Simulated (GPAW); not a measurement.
The system is CoO.

```xyz
2
Lattice="0.0000 2.1315 2.1315 2.1315 0.0000 2.1315 2.1315 2.1315 0.0000" Properties=species:S:1:pos:R:3 pbc="T T T"
Co    0.0000    0.0000    0.0000
O     2.1315    2.1315    2.1315
```

```yaml
Program: GPAW 26.7.0
Task: relaxation of cell and atoms
Functional: PBEsol
Dispersion: D4
Potentials_or_basis: PAW data sets generated in the run's folder for this functional
Cutoff: 800 eV
Basis: pw
k_mesh: 9 × 9 × 9
Occupations: fermi-dirac, width 0.05 eV
Spin: collinear spin, ferromagnetic start
Starting_moments: "[2.0, 0.0] μB"
```

At the start: pressure -11.9 GPa; volume 9.68 Å³/atom.

Task: Where does the relaxation end?

Result: Over 4 steps the energy falls by 25.8 meV/atom and the volume is 9.02 Å³/atom (-6.9 %); space group Fm-3m (No. 225, to 0.05 Å); moment 2.74 μB per cell.

The path:
```tsv
step	energy change (eV)	largest force (eV/Å)	pressure (GPa)	volume (Å³)
1	0.0000	0.0000	-11.92	19.37
2	-0.0191	0.0000	-9.62	19.07
3	-0.0514	0.0000	0.76	17.96
4	-0.0516	0.0000	-0.12	18.04
```

Final structure:
```yaml
crystal:
  lattice:
    - [0.00003, 2.08155, 2.08155]
    - [2.08155, 0.00003, 2.08155]
    - [2.08155, 2.08155, 0.00003]
  atoms:
    - { symbol: Co, position: [0.00000, 0.00000, 0.00000] }
    - { symbol: O, position: [0.50000, 0.50000, 0.50000] }
```

Caveat: each step starts from the last one's moments, so a moment once lost doesn't come back; later steps reuse the first step's grids; a cell with one magnetic atom can't hold antiferromagnetic order, which such compounds often take; pairwise dispersion overbinds metals, which lowers pressure and volume.
